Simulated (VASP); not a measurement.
# GaN (P6_3mc) in VASP: a series of runs

The runs below take GaN through relaxation of cell and atoms, with PBE.

All numbers are computed with VASP 6.6.1; they aren't measurements. Logs are shortened: lines on timing, memory, paths and dates and some standing lists are left out, and cuts for length are marked.

**1. The crystal as given**

It takes space group P6_3mc (No. 186, hexagonal). The conventional cell has a = 3.180 Å, b = 3.180 Å, c = 5.166 Å, α = 90.00°, β = 90.00°, γ = 120.00°. Ga (site symmetry 3m) is surrounded by 4 N at 1.94 to 1.95 Å. N (site symmetry 3m) has 4 Ga at 1.94 to 1.95 Å as nearest neighbours.

**2. Relaxation of cell and atoms, PBE**

Input file INCAR:

```
SYSTEM = GaN
PREC = Accurate
ENCUT = 520
EDIFF = 1E-7
ISMEAR = 0
SIGMA = 0.02
LREAL = .FALSE.
LASPH = .TRUE.
NELM = 80
ALGO = Fast
ISIF = 3
LWAVE = .FALSE.
LCHARG = .FALSE.
GGA = PE
IBRION = 2
NSW = 80
EDIFFG = -0.002
```

Input file KPOINTS:

```
regular mesh
0
G
  9 9 4
  0 0 0
```

Input file POSCAR:

```
GaN
1.0
    3.1800000000      0.0000000000      0.0000000000
   -1.5900000000      2.7539607800      0.0000000000
    0.0000000000      0.0000000000      5.1660000000
Ga N
2 2
Direct
    0.3333333300      0.6666666700      0.0000000000
    0.6666666700      0.3333333300      0.5000000000
    0.3333333300      0.6666666700      0.3750000000
    0.6666666700      0.3333333300      0.8750000000
```

Potentials or basis: VASP PAW PBE potentials, release 64 (Ga_d, N).

On the command line:

```bash
> cat potpaw_PBE.64/Ga_d/POTCAR potpaw_PBE.64/N/POTCAR > POTCAR
> mpirun -np 1 vasp_std > vasp.out
```

OUTCAR:

```text
SYSTEM = GaN
   PREC = Accurate
   ENCUT = 520
   EDIFF = 1E-7
   ISMEAR = 0
   LREAL = .FALSE.
   LASPH = .TRUE.
   NELM = 80
   ISIF = 3
   GGA = PE
   IBRION = 2
   NSW = 80
   EDIFFG = -0.002

 ion  position               nearest neighbor table
   1  0.333  0.667  0.000-   3 1.94   4 1.95   4 1.95   4 1.95
   2  0.667  0.333  0.500-   4 1.94   3 1.95   3 1.95   3 1.95
   3  0.333  0.667  0.375-   1 1.94   2 1.95   2 1.95   2 1.95
   4  0.667  0.333  0.875-   2 1.94   1 1.95   1 1.95   1 1.95

  LATTYP: Found a hexagonal cell.
 ALAT       =     3.1800000000
 C/A-ratio  =     1.6245283019

  Lattice vectors:

 A1 = (   3.1800000000,   0.0000000000,   0.0000000000)
 A2 = (  -1.5900000000,   2.7539607800,   0.0000000000)
 A3 = (   0.0000000000,   0.0000000000,   5.1660000000)

Analysis of symmetry for initial positions (statically):
=====================================================================
 Subroutine PRICEL returns:
 Original cell was already a primitive cell.

 Routine SETGRP: Setting up the symmetry group for a
 hexagonal supercell.

 Subroutine GETGRP returns: Found 12 space group operations
 (whereof  6 operations were pure point group operations)
 out of a pool of 24 trial point group operations.

The static configuration has the point symmetry C_3v.
 The point group associated with its full space group is C_6v.

Analysis of symmetry for dynamics (positions and initial velocities):
=====================================================================
 Subroutine PRICEL returns:
 Original cell was already a primitive cell.

 Routine SETGRP: Setting up the symmetry group for a
 hexagonal supercell.

 Subroutine GETGRP returns: Found 12 space group operations
 (whereof  6 operations were pure point group operations)
 out of a pool of 24 trial point group operations.

The dynamic configuration has the point symmetry C_3v.
 The point group associated with its full space group is C_6v.

 Subroutine INISYM returns: Found 12 space group operations
 (whereof  6 operations are pure point group operations),
 and found     1 'primitive' translations

[... 113 lines left out ...]
   ISMEAR =     0;   SIGMA  =   0.02  broadening in eV -4-tet -1-fermi 0-gaus
   EFERMI_NEDOS =   21; number of points for ismear=-14 and -15
   IALGO  =     68    algorithm
   IMIX   =      4    mixing-type and parameters
     AMIX     =   0.40;   BMIX     =  1.00
     AMIX_MAG =   1.60;   BMIX_MAG =  1.00
  volume/ion in A,a.u.               =      11.31        76.33
  Fermi-wavevector in a.u.,A,eV,Ry     =   1.517036  2.866782 31.312427  2.301398
  Thomas-Fermi vector in A             =   2.626345
   LORBIT       =      0    0 simple, 1 ext, 2 COOP (PROOUT), +10 PAW based schemes
   GGA     = PE    functional components
   LHFCALC =     F    Hartree Fock is set to
   AEXX    =    0.0000 exact exchange contribution
   IVDW    =     0    specifies the selected vdW correction
   LEPSILON=     F    determine dielectric tensor
   LRPA    =     F    only Hartree local field effects (RPA)
 conjugate gradient relaxation of ions
 non-spin polarized calculation
 RMM-DIIS sequential band-by-band and
 Gauss-broadening in eV      SIGMA  =   0.02
  energy-cutoff  :      520.00
  volume of cell :       45.24
 maximum number of plane-waves:      1236
 NGX is ok and might be reduce to    24
   NGX = 11   NGY = 11   NGZ = 19

--------------------------------------- Ionic step        1  -------------------------------------------

 number of electron      36.0000002 magnetization

 Free energy of the ion-electron system (eV)
  ---------------------------------------------------
  ext. energy  EPLUGINS =         0.00000000
  ---------------------------------------------------
  free energy    TOTEN  =       -24.28484843 eV

  energy without entropy =      -24.28484843  energy(sigma->0) =      -24.28484843

------------------------ aborting loop because EDIFF is reached ----------------------------------------

  FORCE on cell =-STRESS in cart. coord.  units (eV):
  Direction    XX          YY          ZZ          XY          YZ          ZX
  --------------------------------------------------------------------------------------
  -------------------------------------------------------------------------------------
  Total        1.9067923      1.9067923      2.5163416      0.0000000      0.0000000      0.0000000
  in kB       67.5265722     67.5265720     89.1129693      0.0000000      0.0000000      0.0000000
  external PRESSURE =      74.7220378 kB  Pullay stress =       0.0000000 kB
[... 95 lines left out ...]
  FREE ENERGIE OF THE ION-ELECTRON SYSTEM (eV)
  ---------------------------------------------------
  free  energy   TOTEN  =       -24.3263602389 eV

  energy  without entropy=      -24.3263602389  energy(sigma->0) =      -24.32636024

[... ionic steps 4 to 8 ...]

--------------------------------------- Ionic step        9  -------------------------------------------

 number of electron      35.9999956 magnetization

------------------------ aborting loop because EDIFF is reached ----------------------------------------
[... 71 lines left out ...]
--------------------------------------- Ionic step       11  -------------------------------------------

 number of electron      35.9999956 magnetization

 Free energy of the ion-electron system (eV)
  ---------------------------------------------------
  ext. energy  EPLUGINS =         0.00000000
  ---------------------------------------------------
  free energy    TOTEN  =       -24.32639848 eV

  energy without entropy =      -24.32639848  energy(sigma->0) =      -24.32639848

 E-fermi :   5.1070     XC(G=0): -11.5132

 val. band max:        5.0055988128   @ k =   0.0000   0.0000   0.0000
 cond. band min:       6.7184741771   @ k =   0.0000   0.0000   0.0000
 fundamental gap:      1.7128753643
 Fermi energy:         5.1070457577

 k-point     1 :       0.0000    0.0000    0.0000
  band No.  band energies     occupation
      1     -10.7270      2.00000
      2      -9.9051      2.00000
      3      -8.4152      2.00000
      4      -8.4009      2.00000
      5      -8.4009      2.00000
      6      -8.3452      2.00000
[... 589 lines left out ...]
     21      11.9565      0.00000
     22      13.0975      0.00000

 [... further k-points ...]
[... 5 lines left out ...]
  --------------------------------------------------------------------------------------
  -------------------------------------------------------------------------------------
  Total        0.0037707      0.0037707     -0.0014887      0.0000000      0.0000000      0.0000000
  in kB        0.1284040      0.1284040     -0.0506945      0.0000000      0.0000000      0.0000000
  external PRESSURE =       0.0687045 kB  Pullay stress =       0.0000000 kB
[... 19 lines left out ...]
  FREE ENERGIE OF THE ION-ELECTRON SYSTEM (eV)
  ---------------------------------------------------
  free  energy   TOTEN  =       -24.3263984765 eV

  energy  without entropy=      -24.3263984765  energy(sigma->0) =      -24.32639848

 reached required accuracy - stopping structural energy minimisation
```

Wall time 2.1 min (1 thread of Intel Xeon Platinum 8488C (Sapphire Rapids), shared host); peak memory 0.18 GiB.

Results:

| Quantity | Value |
| --- | --- |
| Free energy | -24.3264 eV |
| Relaxed volume | 11.76 Å³/atom |
| Relaxed cell | a = 3.219 Å, b = 3.219 Å, c = 5.244 Å, α = 90.00°, β = 90.00°, γ = 120.00° |
| Space group after relaxing (to 0.05 Å) | P6_3mc (No. 186) |
| Energy gained by relaxing | 10.4 meV/atom |
| Ionic steps | 11 |
| Pressure after relaxing | 0.0 GPa |
| Band gap on the k mesh | 1.71 eV, direct |

The path:
| step | energy change (eV) | largest force (eV/Å) | pressure (GPa) | volume (Å³) |
| --- | --- | --- | --- | --- |
| 1 | 0.0000 | 0.1344 | 7.47 | 45.24 |
| 2 | -0.0085 | 0.0608 | -5.73 | 48.78 |
| 3 | -0.0415 | 0.0142 | 0.00 | 47.05 |
| 4 | -0.0415 | 0.0117 | -0.14 | 47.09 |
| 5 | -0.0415 | 0.0050 | 0.11 | 47.02 |
| 6 | -0.0415 | 0.0072 | 0.04 | 47.04 |
| 7 | -0.0415 | 0.0060 | 0.07 | 47.03 |
| 8 | -0.0415 | 0.0071 | 0.03 | 47.03 |
| 9 | -0.0415 | 0.0013 | 0.04 | 47.04 |
| 10 | -0.0416 | 0.0022 | -0.04 | 47.05 |
| 11 | -0.0416 | 0.0010 | 0.01 | 47.05 |

Final structure:
```
Ga N
1.0
     3.21860    0.00000    0.00000
    -1.60930    2.78739    0.00000
     0.00000    0.00000    5.24431
Ga N
2 2
Direct
  0.33333 0.66667 0.99915
  0.66667 0.33333 0.49915
  0.33333 0.66667 0.37585
  0.66667 0.33333 0.87585
```

Levels at points of the mesh, in eV from the valence-band top:
```
           k point  band 15  band 16  band 17  band 18  band 19  band 20  band 21  band 22
(0.00, 0.00, 0.00)    -1.00    -0.04     0.00     0.00     1.71     4.06     9.02     9.73
(0.00, 0.00, 0.50)    -0.51    -0.51    -0.51    -0.51     4.06     4.06     8.31     8.31
```

**3. Relaxation of cell and atoms, PBE**

This run uses another cell than the first one, of 11.76 Å³/atom, 1.040 times its volume.

INCAR is that of step 2.

KPOINTS is that of step 2.

Input file POSCAR:

```
GaN                                     
1.0
    3.2185987542      0.0000000000      0.0000000000
   -1.6092993771      2.7873882816      0.0000000000
   -0.0000000000     -0.0000000000      5.2443095803
  Ga              N             
     2     2
Direct
     0.3333333300000021    0.6666666699999979    0.9991482546055854
     0.6666666699999979    0.3333333300000021    0.4991482546055856
     0.3333333300000021    0.6666666699999979    0.3758517453944144
     0.6666666699999979    0.3333333300000021    0.8758517453944146
```

Potentials or basis: VASP PAW PBE potentials, release 64 (Ga_d, N).

On the command line:

```bash
> cat potpaw_PBE.64/Ga_d/POTCAR potpaw_PBE.64/N/POTCAR > POTCAR
> mpirun -np 1 vasp_std > vasp.out
```

Run time: 56 s. Hardware: 1 thread of Intel Xeon Platinum 8488C (Sapphire Rapids), shared host; peak memory 0.18 GiB.

Results (log left out):

- Free energy: -24.3275 eV
- Relaxed volume: 11.77 Å³/atom
- Relaxed cell: a = 3.219 Å, b = 3.219 Å, c = 5.245 Å, α = 90.00°, β = 90.00°, γ = 120.00°
- Space group after relaxing (to 0.05 Å): P6_3mc (No. 186)
- Energy gained by relaxing: 0.0 meV/atom
- Ionic steps: 4
- Pressure after relaxing: 0.0 GPa
- Band gap on the k mesh: 1.71 eV, direct

Final structure:
```
Ga N
1.0
     3.21900    0.00000    0.00000
    -1.60950    2.78774    0.00000
     0.00000    0.00000    5.24490
Ga N
2 2
Direct
  0.33333 0.66667 0.99915
  0.66667 0.33333 0.49915
  0.33333 0.66667 0.37585
  0.66667 0.33333 0.87585
```

Levels at points of the mesh, in eV from the valence-band top:
| k point | band 15 | band 16 | band 17 | band 18 | band 19 | band 20 | band 21 | band 22 |
| --- | --- | --- | --- | --- | --- | --- | --- | --- |
| (0.00, 0.00, 0.00) | -0.99 | -0.04 | 0.00 | 0.00 | 1.71 | 4.06 | 9.02 | 9.73 |
| (0.00, 0.00, 0.50) | -0.51 | -0.51 | -0.51 | -0.51 | 4.06 | 4.06 | 8.31 | 8.31 |

Expect the measured gap to be larger: semilocal functionals such as PBE lack the derivative discontinuity.
